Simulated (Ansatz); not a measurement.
Two Ansatz runs on PtSe$_{2}$

The cell was built from the fluorite type and relaxed in the same program, and has space group Fm-3m; it needn't be a known or the stable phase.

First run: DFT, PBE, PAW with Ansatz's default frozen-core files, scalar-relativistic (Ansatz 0.2.0).

Command: `ansatz run input.yaml --threads 1 --pin off --max-ram 4096MiB --backend cpu --events-out ev --progress --plain --runs-dir out` The run took 23 s on 1 thread of Arm Neoverse V2, with other jobs on the host, peak memory 0.43 GiB.

```yaml
crystal:
  lattice:
    - [0.0, 3.1452373649, 3.1452373649]
    - [3.1452373649, 0.0, 3.1452373649]
    - [3.1452373649, 3.1452373649, 0.0]
  atoms:
    - { symbol: Pt, position: [0.0, 0.0, 0.0] }
    - { symbol: Se, position: [0.25, 0.25, 0.25] }
    - { symbol: Se, position: [0.75, 0.75, 0.75] }
kpoints:
  mp_grid: { grid: [10, 10, 10] }
  band_path:
    path:
      - [0.0, 0.0, 0.0]
      - [0.5, 0.0, 0.5]
      - [0.625, 0.25, 0.625]
      - [0.375, 0.375, 0.75]
      - [0.0, 0.0, 0.0]
      - [0.5, 0.5, 0.5]
      - [0.5, 0.25, 0.75]
      - [0.5, 0.0, 0.5]
    npoints: 14
scf:
  occupations: { method: fermi_dirac, width: 0.05 }
hamiltonian:
  xc: pbe
  pseudopotentials: { kind: paw }
output:
  forces: true
  stress: true
  eigenvalues: true
  efg: { contact_densities: true }
  populations: true
  bader: true
  dos: { projected: true, de: 0.2, e_range: [-14, 8] }
  write_density: true
  write_potential: true
  elf: true
  volumetric_format: npy
```

Result: converged; pressure 0.01 GPa; no gap on the k mesh; 7 SCF iterations.

Spin–orbit coupling is left out, though it moves levels of the heavy atoms by tenths of an eV or more.

The input is then changed:

```diff
@@ -5,7 +5,7 @@
     - [3.1452373649, 3.1452373649, 0.0]
   atoms:
-    - { symbol: Pt, position: [0.0, 0.0, 0.0] }
-    - { symbol: Se, position: [0.25, 0.25, 0.25] }
-    - { symbol: Se, position: [0.75, 0.75, 0.75] }
+    - { symbol: Pt, position: [0.0, 0.0, 0.0], spin: 0.5 }
+    - { symbol: Se, position: [0.25, 0.25, 0.25], spin: -1.0 }
+    - { symbol: Se, position: [0.75, 0.75, 0.75], spin: 2.0 }
 kpoints:
   mp_grid: { grid: [10, 10, 10] }
@@ -32,9 +32,7 @@
   efg: { contact_densities: true }
   populations: true
-  bader: true
-  dos: { projected: true, de: 0.2, e_range: [-14, 8] }
-  write_density: true
-  write_potential: true
-  elf: true
-  volumetric_format: npy
+basis:
+  ecutwfc: "500 eV"
+magnetization:
+  spin_polarized: true
```

What does the second run give?

It converged; pressure 0.00 GPa; moment 0.00 μB; 14 SCF iterations.

The results part of its log:

```
SCF 1 converged in 14 iterations: F = -23460.911555 eV  dr2 = 6.07e-10
  greatest PAW one-centre occupation: 1.000 electrons in one spin orbital (limit 2), on the Pt atom at site 0 (counted from 0), in its partial waves of l = 0
WARN: the starting moments were not kept: the SCF closed with an absolute magnetisation of 6.0e-6 μB, where they sum to 3.5 μB in size (3 sites). That is at most 0.1 of that sum. Measured as dr2_m measures the in/out step, that magnetisation stands 5.5e-12 eV from none, at or under the dr2_threshold of 1.0e-7 eV: it is no larger than a step whose dr2_m would equal this threshold. The system may hold no moment; this SCF shows only that its start led to no more than that. To try another start: raise the starting moments (crystal.atoms[].spin, magnetization.per_species, magnetization.initial_magnetization, or on a non-collinear deck that types none of these the spinor_matrix: blocks that start its atoms; where the total moment is fixed, keep their sum and leave initial_magnetization as it is; typed ones take the place of any that the run laid by itself, positive ones on a crystal's lanthanoids without a Hubbard term where scf.initial_density.shell_occupations: [] is typed) or, if the notice of its spin-set hold's release reads "site moments contracting" or "site moments show no strong build", lengthen the hold (scf.mixing.spin_hold: { on: { confirm: 4 } }; for m-r²SCAN on two components see the key's manual first). Each may lead to a state that holds a moment. A second SCF, from the converged charge density, with the starting moments and any scf.initial_density.shell_occupations laid on it anew, would have followed, and was not run: the deck does not ask for one (magnetization.retry_lost_moments is false, the default). To let it run, set magnetization.retry_lost_moments: true and run the deck again, where that key's refused combinations let it; where memory then withholds it, that run's warning says so.
NSCF: frozen V_eff on 99 k-points
SCF converged after 14 iterations
Magnetization: -0.0000 μB (25.0000 up, 25.0000 down)
Absolute magnetization: 0.0000 μB (∫|ρ↑−ρ↓|, with the PAW one-centre terms)
Spin contamination: 0.0000 ħ² per cell (⟨S²⟩ above its minimum at these occupations)
Per-site moments (μB) at R_I (Å): [(-2.387149058194415e-6, 1.1235903768108633), (-1.201127020146796e-6, 1.1235903768108633), (-1.3338553282577017e-6, 1.1235903768108633)]
Free energy (F): -23460.911555 eV
Harris-Foulkes:  -23460.911555 eV  (|F-HF|=5.02e-10)
Internal energy: -23460.878065 eV  (E = F + TS)
E sigma→0 (E₀):  -23460.894810 eV
Entropy (-TS):   -0.033490 eV (-11.163 meV/atom)
Fermi energy:    13.399238 eV
--- Per-component energies (eV) ---
  E_band       = -967.091053
  E_kinetic    = 870.316871
  E_local      = -6528.925030  (includes V_loc(G=0)·N_el)
  E_nonlocal   = -987.362598
  E_hartree    = 3015.208783
  E_xc         = -468.520052
  E_vxc        = -496.939875  (∫ρ·V_xc dr)
  E_paw        = -13278.584507  (= ΣΔE_a)
  E_vpaw       = 145.402232  (= ΣTr[D̂ρ^β])
  E_aug_tail   = -0.000254  (compensation charges beyond the density's cutoff)
  E_ewald      = -6083.011277
  E_smearing   = -0.033490  (= −TS)
  E_closure    = 0.000000  (closes the sum)
  Σ components = -23460.911555   (vs F -23460.911555, Δ=0.00e0)
--- Forces (eV/Å), atoms counted from 1 ---
  atom   1  Pt    -0.00000000    -0.00000000     0.00000000
  atom   2  Se     0.00000000     0.00000000    -0.00000000
  atom   3  Se    -0.00000000    -0.00000000     0.00000000
  max |Σ_I F_I| component: 1.85e-17 eV/Å
--- Stress (GPa, compression-positive) ---
        0.000518      -0.000000       0.000000
       -0.000000       0.000518      -0.000000
        0.000000      -0.000000       0.000518
  P = ⅓ Tr σ = 0.0005 GPa (0.005 kbar)
--- PAW observables at the nuclei: V_zz in 10²¹ V/m², potentials from the cell's mean, atoms counted from 1 ---
  atom   1  Pt V_zz =    -0.000000   η = 0.0000   by run symmetry: forbidden
            electrostatic potential = -16114.630361 V   contact ρ = 12084365.334679 e/Å³   contact ρ_s (e/Å³): all electrons +0.000076, valence +0.000066
  atom   2  Se V_zz =    +0.000000   η = 0.0000   by run symmetry: forbidden
            electrostatic potential = -4714.291638 V   contact ρ = 262917.684292 e/Å³   contact ρ_s (e/Å³): all electrons +0.000003, valence +0.000006
  atom   3  Se V_zz =    -0.000000   η = 0.0000   by run symmetry: forbidden
            electrostatic potential = -4714.291463 V   contact ρ = 262917.684090 e/Å³   contact ρ_s (e/Å³): all electrons +0.000004, valence +0.000007
--- Band table (eV; the first three rows and the last of 94) ---
  k-point 0 ↑: bands = ["-85.8725", "-40.1014", "-40.1014", "-40.1014", "-35.8440", "-35.8440", "-35.8395", "-35.8395", "-35.8395", "-35.8371", "-35.8371", "-35.8371", "-35.8333", "-35.8333", "-2.6865", "1.1249", "6.6575", "6.6575", "6.6575", "9.5316", "9.5316", "12.0656", "12.0656", "12.0656", "13.4489", "13.4489", "13.4489", "14.8955", "16.6543", "16.6543", "16.6543", "20.6725", "21.1515"]
  k-point 1 ↑: bands = ["-85.8725", "-40.1015", "-40.1014", "-40.1014", "-35.8438", "-35.8438", "-35.8396", "-35.8394", "-35.8394", "-35.8371", "-35.8371", "-35.8371", "-35.8336", "-35.8336", "-2.6036", "0.9760", "6.7150", "6.7150", "6.9041", "9.4646", "9.4646", "11.2752", "11.9252", "11.9252", "13.2071", "13.4115", "13.4115", "15.4078", "16.9554", "16.9554", "17.1215", "21.2465", "21.3436"]
  k-point 2 ↑: bands = ["-85.8725", "-40.1017", "-40.1015", "-40.1015", "-35.8430", "-35.8430", "-35.8396", "-35.8393", "-35.8393", "-35.8373", "-35.8373", "-35.8372", "-35.8343", "-35.8343", "-2.3631", "0.5994", "6.8741", "6.8741", "7.5466", "9.3220", "9.3220", "9.9694", "11.4884", "11.4884", "12.5794", "13.4123", "13.4123", "16.0656", "17.7295", "17.7295", "18.3678", "21.9076", "21.9076"]
  k-point 46 ↓: bands = ["-85.8725", "-40.1020", "-40.1018", "-40.1017", "-35.8422", "-35.8411", "-35.8399", "-35.8389", "-35.8385", "-35.8383", "-35.8381", "-35.8375", "-35.8362", "-35.8351", "-0.8937", "-0.6325", "5.6156", "6.6557", "8.2479", "8.5823", "8.8033", "9.7984", "10.3784", "11.3862", "12.4370", "13.4804", "15.0296", "15.9695", "18.7315", "20.6821", "21.4646", "23.5309", "24.2222"]
--- Löwdin populations: 3 sites ---
  site symbol       q [e]    m [muB]
     0     Pt     17.5850    -0.0000
     1     Se     16.0944    -0.0000
     2     Se     16.0944    -0.0000
  spilling = 0.004526 (of n_electrons = 50.000000)
```
